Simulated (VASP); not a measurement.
# TiC (Fm-3m) in VASP: density of states with PBE

Aim: the density of states of TiC with PBE.

Everything below comes from runs of VASP 6.6.1. Logs are shortened: lines on timing, memory, paths and dates and some standing lists are left out, and cuts for length are marked.

## (1) The crystal as given

The structure is cubic, space group Fm-3m (No. 225). The conventional cell has a = 4.334 Å, b = 4.334 Å, c = 4.334 Å, α = 90.00°, β = 90.00°, γ = 90.00°. Around Ti (site symmetry m-3m) lie 6 C at 2.17 Å. C (site symmetry m-3m) has 6 Ti at 2.17 Å as nearest neighbours.

The cell was built by a generator and needn't be a form met in nature.

## (2) Density of states, PBE

File POSCAR:

```
TiC                                     
1.0
    0.0000000000      2.1668032090      2.1668032090
    2.1668032090      0.0000000000      2.1668032090
    2.1668032090      2.1668032090      0.0000000000
  Ti              C             
     1     1
Direct
     0.0000000000000000    0.0000000000000000    0.0000000000000000
     0.5000000000000000    0.5000000000000000    0.5000000000000000
```

File INCAR.step1:

```
ALGO = Normal
EDIFF = 1E-7
ENCUT = 520
GGA = PE
ISIF = 2
ISMEAR = 1
KPAR = 4
LASPH = T
LCHARG = T
LMAXMIX = 4
LREAL = F
LWAVE = F
NELM = 60
PREC = Accurate
SIGMA = 0.2
```

File KPOINTS.step1:

```
k-points
0
Gamma
  18 18 18
```

File INCAR.step2:

```
ALGO = Normal
EDIFF = 1E-7
ENCUT = 520
GGA = PE
ICHARG = 11
ISIF = 2
ISMEAR = -5
KPAR = 4
LASPH = T
LCHARG = F
LMAXMIX = 4
LORBIT = 11
LREAL = F
LWAVE = F
NEDOS = 2001
NELM = 60
PREC = Accurate
SIGMA = 0.2
```

File KPOINTS.step2:

```
k-points
0
Gamma
  27 27 27
```

Potentials or basis: VASP PAW PBE potentials, release 64 (Ti_sv, C).

On the command line:

```sh
$ cat potpaw_PBE.64/Ti_sv/POTCAR potpaw_PBE.64/C/POTCAR > POTCAR
$ cp INCAR.step1 INCAR
$ cp KPOINTS.step1 KPOINTS
$ mpirun -np 4 vasp_std > vasp.out
$ cp INCAR.step2 INCAR
$ cp KPOINTS.step2 KPOINTS
$ mpirun -np 4 vasp_std > vasp.out
```

OUTCAR:

```text
EDIFF = 1E-7
   ENCUT = 520
   GGA = PE
   ICHARG = 11
   ISIF = 2
   ISMEAR = -5
   LASPH = T
   LORBIT = 11
   LREAL = F
   NELM = 60
   PREC = Accurate

 ion  position               nearest neighbor table
   1  0.000  0.000  0.000-   2 2.17   2 2.17   2 2.17   2 2.17   2 2.17   2 2.17
   2  0.500  0.500  0.500-   1 2.17   1 2.17   1 2.17   1 2.17   1 2.17   1 2.17

  LATTYP: Found a face centered cubic cell.
 ALAT       =     4.3336064180

  Lattice vectors:

 A1 = (   0.0000000000,   2.1668032090,   2.1668032090)
 A2 = (   2.1668032090,   0.0000000000,   2.1668032090)
 A3 = (   2.1668032090,   2.1668032090,   0.0000000000)

Analysis of symmetry for initial positions (statically):
=====================================================================
 Subroutine PRICEL returns:
 Original cell was already a primitive cell.

 Routine SETGRP: Setting up the symmetry group for a
 face centered cubic supercell.

 Subroutine GETGRP returns: Found 48 space group operations
 (whereof 48 operations were pure point group operations)
 out of a pool of 48 trial point group operations.

The static configuration has the point symmetry O_h .

Analysis of symmetry for dynamics (positions and initial velocities):
=====================================================================
 Subroutine PRICEL returns:
 Original cell was already a primitive cell.

 Routine SETGRP: Setting up the symmetry group for a
 face centered cubic supercell.

 Subroutine GETGRP returns: Found 48 space group operations
 (whereof 48 operations were pure point group operations)
 out of a pool of 48 trial point group operations.

The dynamic configuration has the point symmetry O_h .

 Subroutine INISYM returns: Found 48 space group operations
 (whereof 48 operations are pure point group operations),
 and found     1 'primitive' translations

----------------------------------------------------------------------------------------

                                     Primitive cell

  volume of cell :      20.3464

  direct lattice vectors                    reciprocal lattice vectors
     0.000000000  2.166803209  2.166803209    -0.230754689  0.230754689  0.230754689
     2.166803209  0.000000000  2.166803209     0.230754689 -0.230754689  0.230754689
     2.166803209  2.166803209  0.000000000     0.230754689  0.230754689 -0.230754689

  length of vectors
     3.064322485  3.064322485  3.064322485     0.399678845  0.399678845  0.399678845

  position of ions in fractional coordinates (direct lattice)
     0.000000000  0.000000000  0.000000000
     0.500000000  0.500000000  0.500000000

  ion indices of the primitive-cell ions
   primitive index   ion index
                 1           1
                 2           2

----------------------------------------------------------------------------------------

 KPOINTS: k-points

Automatic generation of k-mesh.
 Grid dimensions read from file:
 generate k-points for:   27   27   27

 Generating k-lattice:

  Cartesian coordinates                     Fractional coordinates (reciprocal lattice)
    -0.008546470  0.008546470  0.008546470     0.037037037  0.000000000  0.000000000
     0.008546470 -0.008546470  0.008546470     0.000000000  0.037037037  0.000000000
     0.008546470  0.008546470 -0.008546470     0.000000000  0.000000000  0.037037037

  Length of vectors
     0.014802920  0.014802920  0.014802920

  Shift w.r.t. Gamma in fractional coordinates (k-lattice)
     0.000000000  0.000000000  0.000000000

 TETIRR: Found   2653 inequivalent tetrahedra from   118098

 Subroutine IBZKPT returns following result:
 ===========================================

 Found    560 irreducible k-points:

 Following reciprocal coordinates:
            Coordinates               Weight
  0.000000  0.000000  0.000000      1.000000
  0.037037  0.000000  0.000000      8.000000
  0.074074  0.000000  0.000000      8.000000
  0.111111  0.000000  0.000000      8.000000
  0.148148  0.000000  0.000000      8.000000
  0.185185  0.000000  0.000000      8.000000
[... 16 lines left out ...]
  0.333333  0.037037  0.000000     24.000000
  0.370370  0.037037  0.000000     24.000000
 [... further k-points ...]
   k-points           NKPTS =    560   k-points in BZ     NKDIM =    560   number of bands    NBANDS=     12
   number of dos      NEDOS =   2001   number of ions     NIONS =      2
   total plane-waves  NPLWV =  13824
   dimension x,y,z NGX =    24 NGY =   24 NGZ =   24
   dimension x,y,z NGXF=    48 NGYF=   48 NGZF=   48
   ions per type =               1   1
   NGX,Y,Z   is equivalent  to a cutoff of  13.02, 13.02, 13.02 a.u.
   NGXF,Y,Z  is equivalent  to a cutoff of  26.04, 26.04, 26.04 a.u.
 SYSTEM =  unknown system
   PREC   = accura    normal or accurate (medium, high low for compatibility)
   ISTART =      0    job   : 0-new  1-cont  2-samecut
   ICHARG =     11    charge: 1-file 2-atom 10-const
   ISPIN  =      1    spin polarized calculation?
   LNONCOLLINEAR =      F non collinear calculations
   LSORBIT =      F    spin-orbit coupling
   LASPH  =      T    aspherical Exc in radial PAW
   ENCUT  =  520.0 eV  38.22 Ry    6.18 a.u.   5.70  5.70  5.70*2*pi/ulx,y,z
   NELM   =     60;   NELMIN=  2; NELMDL=  0     # of ELM steps
   EDIFF  = 0.1E-06   stopping-criterion for ELM
   LREAL  =      F    real-space projection
   EDIFFG = 0.1E-05   stopping-criterion for IOM
   NSW    =      0    number of steps for IOM
   IBRION =     -1    ionic relax: 0-MD 1-quasi-New 2-CG
   NFREE  =      0    steps in history (QN), initial steepest desc. (CG)
   ISIF   =      2    stress and relaxation
   ISYM   =      2    0-nonsym 1-usesym 2-fastsym
   POTIM  = 0.5000    time-step for ionic-motion
   TEBEG  =    0.0;   TEEND  =   0.0 temperature during run
   PSTRESS=    0.0 pullay stress
   NELECT =      16.0000    total number of electrons
   NUPDOWN=      -1.0000    fix difference up-down
   EMIN   =  10.00;   EMAX   =-10.00  energy-range for DOS
   EFERMI =   0.00;   METHOD = LEGACY
   ISMEAR =    -5;   SIGMA  =   0.20  broadening in eV -4-tet -1-fermi 0-gaus
   EFERMI_NEDOS =   21; number of points for ismear=-14 and -15
   IALGO  =     38    algorithm
   IMIX   =      4    mixing-type and parameters
     AMIX     =   0.40;   BMIX     =  1.00
     AMIX_MAG =   1.60;   BMIX_MAG =  1.00
  volume/ion in A,a.u.               =      10.17        68.65
  Fermi-wavevector in a.u.,A,eV,Ry     =   1.511073  2.855513 31.066736  2.283341
  Thomas-Fermi vector in A             =   2.621178
   LORBIT       =     11    0 simple, 1 ext, 2 COOP (PROOUT), +10 PAW based schemes
   GGA     = PE    functional components
   LHFCALC =     F    Hartree Fock is set to
   AEXX    =    0.0000 exact exchange contribution
   IVDW    =     0    specifies the selected vdW correction
   LEPSILON=     F    determine dielectric tensor
   LRPA    =     F    only Hartree local field effects (RPA)
 non-spin polarized calculation
 Fermi weights with tetrahedron method with Bloechl corrections
  energy-cutoff  :      520.00
  volume of cell :       20.35
 maximum number of plane-waves:       560

 number of electron      16.0000000 magnetization

 Free energy of the ion-electron system (eV)
  ---------------------------------------------------
  ext. energy  EPLUGINS =         0.00000000
  ---------------------------------------------------
  free energy    TOTEN  =       -18.70945134 eV

  energy without entropy =      -18.70945134  energy(sigma->0) =      -18.70945134

 E-fermi :   9.4098     XC(G=0): -12.6901

 val. band max:        9.4731261626   @ k =   0.1111   0.1111   0.0000
 cond. band min:       9.3893872451   @ k =   0.4815   0.4444   0.0000
 fundamental gap:     -0.0837389174
 Fermi energy:         9.4097704582

 k-point     1 :       0.0000    0.0000    0.0000
  band No.  band energies     occupation
      1     -47.2005      2.00000
      2     -23.2253      2.00000
      3     -23.2253      2.00000
      4     -23.2253      2.00000
      5      -2.9946      2.00000
      6      10.0866      0.00000
      7      10.0866      0.00000
      8      10.0866      0.00000
      9      11.0710      0.00000
     10      11.0710      0.00000
     11      11.0711      0.00000
     12      11.1030      0.00000

 k-point     2 :       0.0370    0.0000    0.0000
  band No.  band energies     occupation
      1     -47.1995      2.00000
      2     -23.2322      2.00000
      3     -23.2259      2.00000
      4     -23.2259      2.00000
      5      -2.9635      2.00000
      6       9.9092      0.00000
      7      10.0431      0.00000
      8      10.0431      0.00000
      9      10.5921      0.00000
     10      10.5921      0.00000
     11      11.1749      0.00000
     12      11.6707      0.00000

 k-point     3 :       0.0741    0.0000    0.0000
  band No.  band energies     occupation
      1     -47.1967      2.00000
      2     -23.2525      2.00000
      3     -23.2278      2.00000
      4     -23.2278      2.00000
      5      -2.8708      2.00000
      6       9.5003      0.66603
      7       9.7552     -0.23953
      8       9.7552     -0.11343
      9      10.4004      0.00000
     10      10.4004      0.00000
     11      11.3726      0.00000
     12      12.2849      0.00000
[... 286 lines left out ...]
 k-point    23 :       0.3333    0.0370    0.0000
  band No.  band energies     occupation
      1     -47.1483      2.00000
      2     -23.5809      2.00000
      3     -23.2661      2.00000
      4     -23.2584      2.00000
      5      -0.9511      2.00000
      6       5.4680      2.00000
      7       7.0500      2.00000
      8       7.2139      2.00000
      9      11.4563      0.00000
     10      11.7455      0.00000
     11      12.6553      0.00000
     12      15.9256      0.00000

 k-point    24 :       0.3704    0.0370    0.0000
  band No.  band energies     occupation
      1     -47.1412      2.00000
      2     -23.6278      2.00000
      3     -23.2700      2.00000
      4     -23.2639      2.00000
      5      -0.5564      2.00000
      6       4.9024      2.00000
      7       6.8353      2.00000
      8       6.9725      2.00000
      9      11.6969      0.00000
     10      11.9534      0.00000
     11      12.8761      0.00000
     12      16.3951      0.00000

 [... further k-points ...]

------------------------ aborting loop because EDIFF is reached ----------------------------------------

  FORCE on cell =-STRESS in cart. coord.  units (eV):
  Direction    XX          YY          ZZ          XY          YZ          ZX
  --------------------------------------------------------------------------------------
  -------------------------------------------------------------------------------------
  Total        0.0250551      0.0250551      0.0250551     -0.0000000     -0.0000000      0.0000000
  in kB        1.9729631      1.9729631      1.9729631     -0.0000000     -0.0000000      0.0000000
  external PRESSURE =       1.9729631 kB  Pullay stress =       0.0000000 kB

 VOLUME and BASIS-vectors are now :
 -----------------------------------------------------------------------------
  energy-cutoff  :      520.00
  volume of cell :       20.35
      direct lattice vectors                 reciprocal lattice vectors
     0.000000000  2.166803209  2.166803209    -0.230754689  0.230754689  0.230754689
     2.166803209  0.000000000  2.166803209     0.230754689 -0.230754689  0.230754689
     2.166803209  2.166803209  0.000000000     0.230754689  0.230754689 -0.230754689

 POSITION                                       TOTAL-FORCE (eV/Angst)
 -----------------------------------------------------------------------------------
      0.00000      0.00000      0.00000         0.000000     -0.000000      0.000000
      2.16680      2.16680      2.16680        -0.000000      0.000000     -0.000000
 -----------------------------------------------------------------------------------
    total drift:                                0.000000     -0.000000     -0.000000

  FREE ENERGIE OF THE ION-ELECTRON SYSTEM (eV)
  ---------------------------------------------------
  free  energy   TOTEN  =       -18.7094513374 eV

  energy  without entropy=      -18.7094513374  energy(sigma->0) =      -18.70945134

 total charge

# of ion       s       p       d       tot
------------------------------------------
    1        2.198   6.246   1.950  10.394
    2        0.896   1.503   0.000   2.399
--------------------------------------------------
tot          3.094   7.749   1.950  12.793
```

It took 14 s on 4 MPI ranks of Intel Xeon 6975P-C (Granite Rapids), shared host; peak memory 0.25 GiB.

What came out:

```
Valence electrons inside the program's atomic spheres : Ti 10.39; C 2.40
```

Levels at points of the mesh, in eV from the Fermi level:
```tsv
k point	band 5	band 6	band 7	band 8	band 9	band 10	band 11	band 12
(0.00, 0.00, 0.00)	-12.40	0.68	0.68	0.68	1.66	1.66	1.66	1.69
```

States per cell in windows of 0.5 eV (zero at the Fermi level; states under -8 eV left out):
| from (eV) | total | Ti1_d | C2_p | Ti1_p | Ti1_s | C2_s | C2_d |
| --- | --- | --- | --- | --- | --- | --- | --- |
| -8.0 | 0.00 | 0.00 | 0.00 | 0.00 | 0.00 | 0.00 | 0.00 |
| -7.5 | 0.00 | 0.00 | 0.00 | 0.00 | 0.00 | 0.00 | 0.00 |
| -7.0 | 0.00 | 0.00 | 0.00 | 0.00 | 0.00 | 0.00 | 0.00 |
| -6.5 | 0.00 | 0.00 | 0.00 | 0.00 | 0.00 | 0.00 | 0.00 |
| -6.0 | 0.04 | 0.01 | 0.01 | 0.00 | 0.00 | 0.00 | 0.00 |
| -5.5 | 0.14 | 0.02 | 0.03 | 0.00 | 0.02 | 0.00 | 0.00 |
| -5.0 | 0.30 | 0.06 | 0.07 | 0.01 | 0.03 | 0.00 | 0.00 |
| -4.5 | 0.52 | 0.11 | 0.12 | 0.02 | 0.04 | 0.01 | 0.00 |
| -4.0 | 0.57 | 0.10 | 0.14 | 0.04 | 0.02 | 0.01 | 0.00 |
| -3.5 | 0.64 | 0.13 | 0.16 | 0.06 | 0.01 | 0.00 | 0.00 |
| -3.0 | 1.24 | 0.44 | 0.31 | 0.05 | 0.00 | 0.00 | 0.00 |
| -2.5 | 1.16 | 0.43 | 0.30 | 0.03 | 0.01 | 0.00 | 0.00 |
| -2.0 | 0.62 | 0.24 | 0.15 | 0.02 | 0.00 | 0.00 | 0.00 |
| -1.5 | 0.39 | 0.14 | 0.10 | 0.01 | 0.00 | 0.00 | 0.00 |
| -1.0 | 0.26 | 0.09 | 0.07 | 0.01 | 0.00 | 0.00 | 0.00 |
| -0.5 | 0.14 | 0.05 | 0.04 | 0.01 | 0.00 | 0.00 | 0.00 |
| 0.0 | 0.17 | 0.07 | 0.04 | 0.01 | 0.00 | 0.00 | 0.00 |
| 0.5 | 0.29 | 0.17 | 0.04 | 0.01 | 0.00 | 0.00 | 0.00 |
| 1.0 | 0.40 | 0.26 | 0.04 | 0.00 | 0.00 | 0.00 | 0.00 |
| 1.5 | 0.53 | 0.39 | 0.04 | 0.00 | 0.00 | 0.00 | 0.00 |
| 2.0 | 0.75 | 0.58 | 0.05 | 0.00 | 0.00 | 0.00 | 0.00 |
| 2.5 | 1.33 | 1.11 | 0.06 | 0.01 | 0.00 | 0.01 | 0.00 |
| 3.0 | 0.92 | 0.74 | 0.06 | 0.01 | 0.01 | 0.01 | 0.00 |
| 3.5 | 1.95 | 1.46 | 0.22 | 0.02 | 0.04 | 0.01 | 0.00 |
| 4.0 | 0.31 | 0.20 | 0.05 | 0.01 | 0.01 | 0.00 | 0.00 |
| 4.5 | 0.37 | 0.24 | 0.05 | 0.01 | 0.01 | 0.01 | 0.00 |
| 5.0 | 0.42 | 0.28 | 0.05 | 0.01 | 0.01 | 0.02 | 0.00 |
| 5.5 | 0.26 | 0.16 | 0.04 | 0.01 | 0.00 | 0.01 | 0.00 |
| 6.0 | 0.17 | 0.10 | 0.03 | 0.01 | 0.00 | 0.01 | 0.00 |
| 6.5 | 0.11 | 0.07 | 0.02 | 0.00 | 0.00 | 0.00 | 0.00 |
| 7.0 | 0.07 | 0.04 | 0.02 | 0.00 | 0.00 | 0.00 | 0.00 |
| 7.5 | 0.03 | 0.01 | 0.01 | 0.00 | 0.00 | 0.00 | 0.00 |

Caveat: tetrahedron occupations give inexact forces and stress in metals.
